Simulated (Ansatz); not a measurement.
# Where B_N puts its levels in the gap of Si3N4 (P6_3/m), part 2 of 2

Charge states of B_N in Si3N4 (P6_3/m), set against the band edges. Model: a cell of 126 host atoms with 1 N taken out and 1 B put in.

Ansatz; place-levels on PBEsol runs: charge-transition levels and formation energies with image-charge correction and potential alignment at the atomic sites; PAW set soft_1.

So far: Set-up; What was run first.

## Step 3: Levels against the band edges, PBEsol

A charged cell interacts with its images and the background, and its potential has another zero than the host's. place-levels removes the first by a point-charge model, screened by the static dielectric constant since the ions have relaxed around the charge, and the second by comparing potentials at atoms far from the defect.

The host is a run of the defect-free crystal in the same cutoffs, grids and k-points, so that basis and sampling errors cancel in part in the differences. Its band edges come from a run of the primitive cell that searches the zone for them. The host is run in a cell of 42 atoms on a matching mesh. Chemical potentials are energies per atom of N (N2 molecule) and B (alpha-rhombohedral (B12)), run with the same functional and cutoff.

Contents of levels.point.yaml:

```yaml
host:
  run: host.point.run
  levels_from: { run: edges.point.run }
states: [qm2.point.run, qm1_M1.point.run, q0.point.run, q0_M2.point.run, qp1_M1.point.run, qp1_M3.point.run]
geometry_from:
  qm2.point.run: qm2.relax.run
  qm1_M1.point.run: qm1_M1.relax.run
  q0.point.run: q0.relax.run
  q0_M2.point.run: q0_M2.relax.run
  qp1_M1.point.run: qp1_M1.relax.run
  qp1_M3.point.run: qp1_M3.relax.run
  host.point.run: host.relax.run
chemical_potentials:
  "N":
    energy: -378.476431
    dataset: "<sha256 of the dataset>"
  B:
    energy: -152.669504
    dataset: <sha256 of the dataset>
epsilon: [4.29, 4.29, 4.37]
static_epsilon: [8.29, 8.29, 8.25]
vertical:
  - { from: qm2.point.run, to: qm2.point_neutral.run }
  - { from: qm1_M1.point.run, to: qm1_M1.point_neutral.run }
  - { from: qp1_M1.point.run, to: qp1_M1.point_neutral.run }
  - { from: qp1_M3.point.run, to: qp1_M3.point_neutral.run }
```

On the command line:

```bash
$ ansatz place-levels levels.point.yaml -- --threads 4 --pin off --max-ram 15073MiB
```

The program printed:

```text
[... repeated set-up lines and file paths are left out, and long positions are rounded to six places ...]
(+1/0) 0.000 eV above the valence edge (-0.264 eV without the band-filling correction), 4.186 eV under the conduction edge
(0/-1) 1.754 eV above the valence edge, 2.433 eV under the conduction edge
(-1/-2) 2.563 eV above the valence edge, 1.623 eV under the conduction edge
formation energy of charge +1: +5.284 eV with the Fermi level at the valence edge
formation energy of charge 0: +5.284 eV with the Fermi level at the valence edge
formation energy of charge -1: +7.038 eV with the Fermi level at the valence edge
formation energy of charge -2: +9.602 eV with the Fermi level at the valence edge
vertical -2 to 0: no energy, since no alignment is typed
  the change from vertical[0].from (qm2.point.run) to vertical[0].to (qm2.point_neutral.run): by its potential at epsilon [4.29, 4.29, 4.37] it stands at 0.478 0.480 0.583, with an rms radius of about 3.8 Å (2.6 2.2 1.7 Å across the planes of the cell's [...]
vertical -1 to 0: no energy, since no alignment is typed
  the change from vertical[1].from (qm1_M1.point.run) to vertical[1].to (qm1_M1.point_neutral.run): by its potential at epsilon [4.29, 4.29, 4.37] it stands at 0.558 0.474 0.583, with an rms radius of about 2.2 Å (1.4 1.3 1.0 Å across the planes of the cell's [...]
vertical +1 to 0: no energy, since no alignment is typed
  the change from vertical[2].from (qp1_M1.point.run) to vertical[2].to (qp1_M1.point_neutral.run): by its potential at epsilon [4.29, 4.29, 4.37] it stands at 0.612 0.567 0.609, with an rms radius of about 4.5 Å (2.4 2.6 2.9 Å across the planes of the cell's [...]
vertical +1 to 0: no energy, since no alignment is typed
  the change from vertical[3].from (qp1_M3.point.run) to vertical[3].to (qp1_M3.point_neutral.run): by its potential at epsilon [4.29, 4.29, 4.37] it stands at 0.602 0.591 0.580, with an rms radius of about 5.2 Å (2.4 3.4 3.2 Å across the planes of the cell's [...]
  edges by pbesol of host.levels_from (edges.point.run), its mesh sampled to repeats of 26.19 Å (the valence edge +0.130 eV and the conduction edge -0.336 eV from those of the host's own run), gap 4.186 eV; the host is sampled to repeats of 26.41 Å
  the defect's cells are sampled to repeats of 26.41 Å, like sampling
  charge +1: -60741.1555 eV with its correction of +0.157 eV, at epsilon [8.29, 8.29, 8.25], aligned at sites: -0.0608 eV, mean over 93 atomic sites at or beyond 4.37 Å from the defect at [0.5764, 0.4532, 0.5833], with -0.002155 for the charge's moments and [...]
  states[4] (qp1_M1.point.run): levels filled in part (TS 0.002 eV): its energy is of no whole electron's
  charge 0: +0.000 eV for its dipole among its images, +0.000 omitted
  charge -1: -60723.4219 eV with its correction of +0.192 eV, at epsilon [8.29, 8.29, 8.25], aligned at sites: +0.0261 eV, mean over 93 atomic sites at or beyond 4.37 Å from the defect at [0.5764, 0.4532, 0.5833], with +0.013103 for the charge's moments and [...]
  charge -2: -60712.7365 eV with its correction of +0.767 eV, at epsilon [8.29, 8.29, 8.25], aligned at sites: +0.0529 eV, mean over 93 atomic sites at or beyond 4.37 Å from the defect at [0.5764, 0.4532, 0.5833], with -0.019323 for the charge's moments and [...]
  charge +1: states[5] (qp1_M3.point.run) stands 1.370 eV higher, with a moment of 3.00 μB against 1.00
  charge 0: states[3] (q0_M2.point.run) stands 1.372 eV higher, with a moment of 2.00 μB against 0.00
  of states[4] (qp1_M1.point.run): it parts from the run at its places by a charge that spreads by about 2.9 Å along one vector (1.5 Å or more is wide), by its potential at epsilon [4.29, 4.29, 4.37], taken for that of held ions (one typed too small widens [...]
  of states[2] (q0.point.run): its displacements don't fall off away from the defect: farther atoms stand 0.013 Å off the host's places. [...]
  of states[1] (qm1_M1.point.run): stability_check_not_made
  of states[0] (qm2.point.run): it parts from the run at its places by a charge that spreads by about 2.6 Å along one vector (2 Å or more is wide), by its potential at epsilon [4.29, 4.29, 4.37], taken for that of held ions (one typed too small widens it), [...]
  of states[5] (qp1_M3.point.run): it parts from the run at its places by a charge that spreads by about 3.2 Å along one vector (1.5 Å or more is wide), by its potential at epsilon [4.29, 4.29, 4.37], taken for that of held ions (one typed too small widens [...]
  of states[3] (q0_M2.point.run): its moments are held at its close (magnetization.spin_locking), by a field of 0.533 eV a Bohr magneton, and its energy and levels are of the state that this holds: a run that lets them go can end lower; [...]
  of vertical[0].from (qm2.point.run): its displacements don't fall off away from the defect: farther atoms stand 0.019 Å off the host's places. [...]
  vertical[0].to (qm2.point_neutral.run): levels filled in part (TS 0.003 eV): its energy is of no whole electron's
  of vertical[0].to (qm2.point_neutral.run): its displacements don't fall off away from the defect: farther atoms stand 0.019 Å off the host's places. [...]
  of vertical[1].from (qm1_M1.point.run): stability_check_not_made
  vertical[2].from (qp1_M1.point.run): levels filled in part (TS 0.002 eV): its energy is of no whole electron's
  of vertical[2].from (qp1_M1.point.run): its moments are held at its close (magnetization.spin_locking), by a field of 0.007 eV a Bohr magneton, and its energy and levels are of the state that this holds: a run that lets them go can end lower; [...]
  of vertical[3].from (qp1_M3.point.run): its moments are held at its close (magnetization.spin_locking), by a field of 0.551 eV a Bohr magneton, and its energy and levels are of the state that this holds: a run that lets them go can end lower; [...]
```

Wall time 1 s (4 threads of Arm Neoverse V1, shared host).

Levels between the charges placed, in eV above the valence top:

```
        gap (eV)  (+1/0)  (0/−1)  (−1/−2)
PBEsol      4.19    0.00    1.75     2.56
```

Corrections by state:

```
charge  moment (μB)  image terms and alignment (eV)  band filling (eV)                               ε used  over the lowest of its charge, as the program ranks them, band filling apart (eV)
    +1          1.0                           0.157             -0.264  principal values (8.25, 8.29, 8.29)                                                                              0.000
     0          0.0                           0.000                  -                                    -                                                                              0.000
    −1          1.0                           0.192                  -  principal values (8.25, 8.29, 8.29)                                                                              0.000
    −2          0.0                           0.767                  -  principal values (8.25, 8.29, 8.29)                                                                              0.000
    +1          3.0                           0.167                  -  principal values (8.25, 8.29, 8.29)                                                                              1.370
     0          2.0                           0.000                  -                                    -                                                                              1.372
```

The charged structures listed were also run neutral, and place-levels reads from each pair, by the potential or the spins, how wide the charge is by which they differ; that can be the carrier of either run.

```
charge  rms radius (Å)  spread where it is widest against the cell (Å)  wide from (Å)  reading
    +1             4.5                                            2.85           1.51     wide
    −1             2.2                                            1.45           1.98   narrow
    −2             3.8                                            2.56           1.98     wide
```

The neutral runs of these pairs need not share the spin of the lowest neutral state, and very wide values only mean spread over the cell.

From the program's caveats on the states, each cut to its opening words:

- charge +1 (1 μB): it parts from the run at its places by a charge that spreads by about 2.9 Å along one vector (1.5 Å or more is wide), by its potential at epsilon [4.29, 4.29, [...]
- charge +1 (1 μB): a band-filling correction moves a carrier to the host's band edge, which changes its energy by -0.264 eV
- charge +1 (1 μB): its moments are held at its close (magnetization.spin_locking), by a field of 0.007 eV a Bohr magneton, and its energy and levels are of the state that this [...]
- charge 0: its displacements don't fall off away from the defect: farther atoms stand 0.013 Å off the host's places
- charge −1 (1 μB): flagged: stability check not made
- charge −2: it parts from the run at its places by a charge that spreads by about 2.6 Å along one vector (2 Å or more is wide), by its potential at epsilon [4.29, 4.29, [...]
- charge −2: its displacements don't fall off away from the defect: farther atoms stand 0.019 Å off the host's places
- charge +1 (3 μB): it parts from the run at its places by a charge that spreads by about 3.2 Å along one vector (1.5 Å or more is wide), by its potential at epsilon [4.29, 4.29, [...]
- charge +1 (3 μB): its moments are held at its close (magnetization.spin_locking), by a field of 0.551 eV a Bohr magneton, and its energy and levels are of the state that this [...]
- charge 0 (2 μB): its moments are held at its close (magnetization.spin_locking), by a field of 0.533 eV a Bohr magneton, and its energy and levels are of the state that this [...]

The host's formation energy from the elements is -1.218 eV per atom; it sets how far the chemical potentials can move.

Limit set by the element alone; other compounds of these elements are not counted. Chemical potentials from the elements' reference states: N 0.00 eV, Si -2.84 eV, B 0.00 eV. Formation energy by charge state (N-rich; gap 4.19 eV):

```
charge  at valence top (eV)  at conduction bottom (eV)  correction included (eV)
    +1                 5.28                       9.47                     -0.11
     0                 5.28                       5.28                      0.00
    −1                 7.04                       2.85                      0.19
    −2                 9.60                       1.23                      0.77
```

Fermi level (eV), lowest formation energy (eV) and a bar from the least value:
```
     0.00       5.28 ##############################
     0.38       5.28 ##############################
     0.76       5.28 ##############################
     1.14       5.28 ##############################
     1.52       5.28 ##############################
     1.90       5.14 #############################
     2.28       4.75 ##########################
     2.67       4.27 #######################
     3.05       3.51 #################
     3.43       2.75 ###########
     3.81       1.99 ######
     4.19       1.23
```

Limit set by the element alone; other compounds of these elements are not counted. Chemical potentials from the elements' reference states: Si 0.00 eV, N -2.13 eV, B 0.00 eV. Formation energy by charge state (Si-rich; gap 4.19 eV):

```
charge  at valence top (eV)  at conduction bottom (eV)  correction included (eV)
    +1                 3.15                       7.34                     -0.11
     0                 3.15                       3.15                      0.00
    −1                 4.91                       0.72                      0.19
    −2                 7.47                      -0.90                      0.77
```

(Fermi level (eV), lowest formation energy (eV)): (0.00, 3.15), (0.38, 3.15), (0.76, 3.15), (1.14, 3.15), (1.52, 3.15), (1.90, 3.01), (2.28, 2.62), (2.67, 2.14), (3.05, 1.38), (3.43, 0.62), (3.81, -0.14), (4.19, -0.90)

## Step 4: Effect of the sampling

The relaxations' own energies give the levels at their sampling, for comparison.

Contents of levels.relax_mesh.yaml:

```yaml
host:
  run: host.relax.run
  levels_from: { run: edges.relax.run }
states: [qm2.relax.run, qm1_M1.relax.run, q0.relax.run, q0_M2.relax.run, qp1_M1.relax.run, qp1_M3.relax.run]
chemical_potentials:
  "N":
    energy: -378.476431
    dataset: "<sha256 of the dataset>"
  B:
    energy: -152.669504
    dataset: <sha256 of the dataset>
```

On the command line:

```bash
$ ansatz place-levels levels.relax_mesh.yaml -- --threads 4 --pin off --max-ram 15073MiB
```

The program printed:

```text
[...]
(0/-1) 1.754 eV above the valence edge, 2.433 eV under the conduction edge
(-1/-2) 2.565 eV above the valence edge, 1.621 eV under the conduction edge
formation energy of charge +1: +5.285 eV with the Fermi level at the valence edge
formation energy of charge 0: +5.285 eV with the Fermi level at the valence edge
formation energy of charge -1: +7.039 eV with the Fermi level at the valence edge
formation energy of charge -2: +9.604 eV with the Fermi level at the valence edge
  edges by pbesol of host.levels_from (edges.relax.run), its mesh sampled to repeats of 26.19 Å (the valence edge +0.231 eV and the conduction edge -0.359 eV from those of the host's own run), gap 4.186 eV; the host is sampled to repeats of 15.83 Å
[... the lines on each state left out ...]
```

Elapsed: 0.35 s, on 4 threads.

Levels between neighbouring charges, in eV above the valence top:

```
                        gap (eV)  (+1/0)  (0/−1)  (−1/−2)
one point at (¼, ¼, ¼)      4.19    0.00    1.75     2.57
  a 2×2×2 shifted mesh      4.19    0.00    1.75     2.56
```

Going from one point at (¼, ¼, ¼) to a 2×2×2 shifted mesh moves the levels that carry no band-filling term by up to 0.00 eV and formation energies against the elements by up to 0.00 eV; band-filling terms, which differ between samplings, are in these energies.

## Step 5: Outcome

```yaml
gap_of_the_host: 4.19 eV (PBEsol)
level_plus_1_over_0: 0.00 eV above the valence top (-0.26 eV above the valence top without the band-filling term)
level_0_minus_1: 1.75 eV above the valence top
level_minus_1_minus_2: 2.56 eV above the valence top
lowest_of_the_charges_placed_just_above_the_valence_top_0p02_ev: 0
lowest_of_the_charges_placed_just_below_the_conduction_bottom_0p02_ev: −2
lowest_formation_energy_at_mid_gap_of_the_charges_run_n_rich: 4.94 eV
lowest_formation_energy_at_mid_gap_of_the_charges_run_si_rich: 2.81 eV
```

**Reading.** Of the charges placed (−2, −1, 0 and +1), the lowest changes at 1.75 eV (0/−1) and 2.56 eV (−1/−2) above the valence top, in a gap of 4.19 eV. Charges below −2 were not placed, so these runs say nothing of levels that involve them. States placed: +1 at 1 μB and 3 μB; 0 at 0 μB and 2 μB; −1 at 1 μB; −2 at 0 μB. Other spin states or structures, where not listed, weren't placed. The program finds carriers beyond a band edge of the host and adds a band-filling term at charge +1 (-0.26 eV); steps to such a charge show no bound level, and a defect level inside a band would be read the same way. B is taken at its element; compounds, which aren't counted here, bound the chemical potentials and would shift these formation energies. Going from one point at (¼, ¼, ¼) to a 2×2×2 shifted mesh moves the levels that carry no band-filling term by up to 0.00 eV and formation energies against the elements by up to 0.00 eV; band-filling terms, which differ between samplings, are in these energies. Limits: the images are only 8.7 Å apart; PBEsol makes the gap too small and tends to spread out bound carriers; where a gas molecule sets a chemical potential or the host's formation energy, its binding is uncorrected; force components of up to 0.12 eV/Å remain in a run at the final settings.

[Logs are printed without paths, hosts, clocks, repeated set-up lines and the standing remarks that a program may print on its own settings, such as how far it seeks lower states.]

[Hosts, paths, dates, database ids (printed as entryN), source tags and the programs' standing remarks are cut or masked in the printed files.]

[Where a table of states has a column of steps, it counts the stored structures, which are thinned; the runs took as many ionic steps or more.]

[A defect's name tells the site on which it was built; relaxed atoms can leave that site.]

[For some hosts the program warned that the k-mesh of the response run may be too coarse for force constants and the static dielectric constant; such warnings are not shown here.]
